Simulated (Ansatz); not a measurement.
# Stack of 1T-IrSTe under 2H-MoTe2, shifted by a third of the diagonal in a perpendicular field, part 3 of 3

Wanted: the out-of-plane response of the stack of 1T-IrSTe under 2H-MoTe2, shifted by a third of the diagonal. A positive field points along +c.

Ansatz 0.2.0; plane-wave DFT, PBEsol-D3(BJ), Ansatz PAW.

So far. Step 7 (Atoms held, field 0.2 V/Å): The dipole is 0.119 e·Å, 0.133 e·Å from its value without field. Step 8 (Single point, field 0.3 V/Å): The dipole is 0.186 e·Å, 0.200 e·Å from its value without field.

### 9. Response, atoms held

This step: plane-wave DFT, PBEsol-D3(BJ), Ansatz PAW; response to a field along the normal, atoms held (Ansatz 0.2.0).

The dipoles give the slope, and the difference of two potentials shows where the field is screened.

This step gave:

| Property | Result |
| --- | --- |
| equivalent conductor thickness p/(ε₀AE) | 11.68 Å |
| distance between the outer atoms | 9.251 Å |

The dipole of the cell by applied field:

```csv
applied field (V/Å),dipole of the cell (e·Å)
-0.050,-0.0475
0.000,-0.0143
0.050,0.0190
0.100,0.0523
0.200,0.119
0.300,0.186
```

Local field over the applied field, running mean. From the potentials at -0.05 and 0.05 V/Å; running mean over 2.5 Å. Local field over applied field against z:

```csv
z (Å),local field over applied field
4.5,0.997
5.0,0.992
5.5,0.977
6.0,0.938
6.5,0.855
7.0,0.714
7.5,0.541
8.0,0.363
8.5,0.198
9.0,0.0795
9.5,0.0234
10.0,0.00826
10.5,0.00803
11.0,0.0200
11.5,0.0420
12.0,0.0669
12.5,0.0860
13.0,0.0984
13.5,0.0987
14.0,0.0823
14.5,0.0590
15.0,0.0405
15.5,0.0307
16.0,0.0274
16.5,0.0270
17.0,0.0295
17.5,0.0403
18.0,0.0686
18.5,0.148
19.0,0.285
19.5,0.454
20.0,0.627
20.5,0.786
21.0,0.900
21.5,0.959
22.0,0.985
22.5,0.994
23.0,0.998
```

Electrons, planar mean, per unit field. Table of induced electron density by z:

z (Å), induced electron density (e/Å³ per V/Å) and a bar from the least value:
```
      4.5    0.00001 ###############
      5.0    0.00004 ################
      5.5    0.00011 ################
      6.0    0.00030 #################
      6.5    0.00078 ###################
      7.0    0.00183 ########################
      7.5    0.00320 ##############################
      8.0    0.00306 #############################
      8.5    0.00100 ####################
      9.0    0.00065 ##################
      9.5    0.00038 #################
     10.0   -0.00035 ##############
     10.5   -0.00007 ###############
     11.0   -0.00030 ##############
     11.5    0.00014 ################
     12.0   -0.00045 #############
     12.5   -0.00060 #############
     13.0   -0.00023 ##############
     13.5    0.00040 #################
     14.0    0.00030 #################
     14.5    0.00067 ##################
     15.0    0.00013 ################
     15.5   -0.00030 ##############
     16.0    0.00008 ################
     16.5   -0.00026 ##############
     17.0    0.00041 #################
     17.5   -0.00004 ###############
     18.0   -0.00034 ##############
     18.5   -0.00079 ############
     19.0   -0.00169 ########
     19.5   -0.00340 
     20.0   -0.00257 ####
     20.5   -0.00126 ##########
     21.0   -0.00051 #############
     21.5   -0.00020 ###############
     22.0   -0.00007 ###############
     22.5   -0.00003 ###############
     23.0   -0.00001 ###############
```

By hand: between -0.05 and 0.05 V/Å the dipole changes by 0.06654 e·Å, a slope of 0.6654 e·Å²/V. A perfect conductor of thickness t has p = ε₀AEt, so t = 180.95 × 0.6654 / 10.310 = 11.68 Å (e/ε₀ = 180.95 V·Å, A in Å²).

The induced dipole is that of a conductor 11.68 Å thick.

### 10. A changed input

This step: plane-wave DFT, PBEsol-D3(BJ), Ansatz PAW (Ansatz 0.2.0).

An input spoilt on purpose, to show how the run answers: it repeats the earlier run at 0.05 V/Å with efield.axis from 3 to 0, and scf.max_iter set to 75.

The input, input.yaml:

```yaml
crystal:
  lattice:
    - [3.4504351171, 0.0, 0.0]
    - [-1.7252175585, 2.9881644655, 0.0]
    - [0.0, 0.0, 27.2505925414]
  atoms:
    - { symbol: Te, position: [0.6666666667, 0.3333333333, 0.3302680478] }
    - { symbol: Ir, position: [0.0, 0.0, 0.3991136523] }
    - { symbol: S, position: [0.3333333333, 0.6666666667, 0.4403755528] }
    - { symbol: Te, position: [0.6666666667, 0.3333333333, 0.5370286237] }
    - { symbol: Mo, position: [0.3333333333, 0.6666666667, 0.603305924] }
    - { symbol: Te, position: [0.6666666667, 0.3333333333, 0.6697319522] }
kpoints:
  mp_grid: { grid: [18, 18, 1] }
  band_path:
    path: [[0, 0, 0], [0.5, 0, 0], [0.33333333, 0.33333333, 0], [0, 0, 0]]
    npoints: 16
hamiltonian:
  xc: pbesol
  dispersion: d3bj
scf:
  occupations: { method: fermi_dirac, width: 0.05 }
  convergence: { dr2_threshold: 1.0e-10 }
  max_iter: 75
efield:
  axis: 0
  dipole_correction: true
  ramp_position: 0.97
  ramp_width: 0.06
  amplitude: 0.05
output:
  write_potential: true
  write_density: true
  volumetric_format: npy
```

Command:

```bash
> ansatz run input.yaml --threads 4 --pin off --max-ram 12288MiB --backend cpu --events-out ev --progress --plain --runs-dir out
```

Numbers of over 12 decimals in the logs are rounded to 6 here.

What it wrote:

```text
Error: invalid value for `efield.axis`: must be in [1, 3]; got 0
```

The job ended after 0.03 s (4 threads of Intel Xeon Platinum 8259CL at 2.50GHz (Skylake/Cascade Lake), shared host; peak memory 0.042 GiB).

The program refused the input before any cycle.

The program's message: “Error: invalid value for `efield.axis`: must be in [1, 3]; got 0”

The fault put into the input: an axis of 0, outside the range 1 to 3.

### 11. A changed input

Another changed input: it repeats the earlier run at 0.05 V/Å with efield.dipole_correction from true to false.

Edit input.yaml of step 10 so:

```diff
@@ -23,6 +23,5 @@
   convergence: { dr2_threshold: 1.0e-10 }
-  max_iter: 75
 efield:
-  axis: 0
-  dipole_correction: true
+  axis: 3
+  dipole_correction: false
   ramp_position: 0.97
```

What it wrote:

```text
[...]
Crystal: 6 atoms, lattice volume = 280.966 Å³
Basis set: ecut = 420 eV, 5455 PW (Γ)
Bands: 51, of which v1, the nominal top of the filled ones, is band 43 counted from 1 (42 counted from 0)
Symmetry: 6 space group operations
[...]
k-points: 37 of 324 (time reversal used)
[...]
SCF iter   1: F=—  HF=-38289.756763 eV  |F-HF|=—  |Δ(HF+E_count)|=         —  Δρ=4.57e-3  dr2=2.80e-1  ethr=1.77e-3  p=0.008 e·Å  V_vac-E_F(+/−)=4.96/3.72 eV  ⟨swp⟩=11.3  Hψ=8789  notcnv=0
[...]
SCF iter  13: F=-38289.736568 eV  HF=-38289.736568 eV  |F-HF|=5.09e-11  |Δ(HF+E_count)|=  8.00e-11  Δρ=1.27e-7  dr2=5.11e-11  ethr=1.00e-12  p=0.033 e·Å  V_vac-E_F(+/−)=5.10/3.90 eV  ⟨swp⟩=12.2  Hψ=7021  notcnv=0
SCF 1 converged in 13 iterations: F = -38289.736568 eV  dr2 = 5.11e-11
[...]
SCF converged after 13 iterations
Free energy (F): -38289.736568 eV
[...]
Internal energy: -38289.724245 eV  (E = F + TS)
E sigma→0 (E₀):  -38289.730406 eV
Entropy (-TS):   -0.012323 eV (-2.054 meV/atom)
Fermi energy:    3.870063 eV
Dipole field:    D = 0.021424 V/Å  (p = 0.033265 e·Å, saw-weighted)
Work function:   not extracted (applied field tilts the vacuum); planar V_es + V_field profile in the machine report
[...]
--- Band table (eV; the first three rows and the last of 37) ---
  k-point 0: bands = [... 39 lower, 2.8607, 4.4000, 4.4381, 4.4381, 6.8863, 6.8863, 7.1692, 7.1692, ... 4 higher]
  k-point 1: bands = [... 39 lower, 2.9006, 3.8530, 4.4466, 4.8249, 6.6263, 6.8365, 6.8985, 7.1124, ... 4 higher]
  k-point 2: bands = [... 39 lower, 2.9241, 3.3023, 4.4481, 4.8588, 6.1800, 6.3729, 6.5185, 6.6322, ... 4 higher]
  k-point 36: bands = [... 39 lower, 2.0017, 2.6769, 2.9819, 3.6405, 4.6803, 4.9806, 5.4137, 6.0139, ... 4 higher]
```

Elapsed: 25 s, on 4 threads; peak memory 1.1 GiB.

```csv
quantity,this run,earlier run,difference
dipole along the normal (e·Å),0.03326,0.01900,0.014
```

With the dipole correction off, the periodic images add a field of their own to the typed one.

It moves by +0.0143 e·Å.

These numbers are not those of the isolated slab.

### 12. Summary of results

| Property | Result |
| --- | --- |
| gap without field | none |
| work function, upper face | 4.64 eV |
| step between the vacuum levels | 0.251 eV |
| equivalent conductor thickness, atoms held | 11.7 Å |

What this shows: The induced dipole equals that of a perfect conductor 11.68 Å thick, while the outer atoms lie 9.25 Å apart. The two faces differ: the vacuum level above lies 0.25 eV higher than the one below. There is no gap over 0.03 eV, with or without the field. The first relaxation ran with spin and lost its moment, and the later runs have none; other magnetic states were not tried. Spin-orbit coupling is left out, which matters for the bands of elements this heavy. With this functional, D3(BJ) tends to leave the relaxed cell short of measured lattice constants, by some per cent.

[Logs are printed without paths, hosts, clocks, repeated set-up lines and the standing remarks that a program may print on its own settings, such as how far it seeks lower states.]

[Hosts, paths, dates, database ids (printed as entryN), source tags and the programs' standing remarks are cut or masked in the printed files.]

[Maps of the electrostatic potential energy from Ansatz leave out the sawtooth potential of an applied field or a dipole correction, so their vacuum need not be flat; planar profiles and work functions include it.]
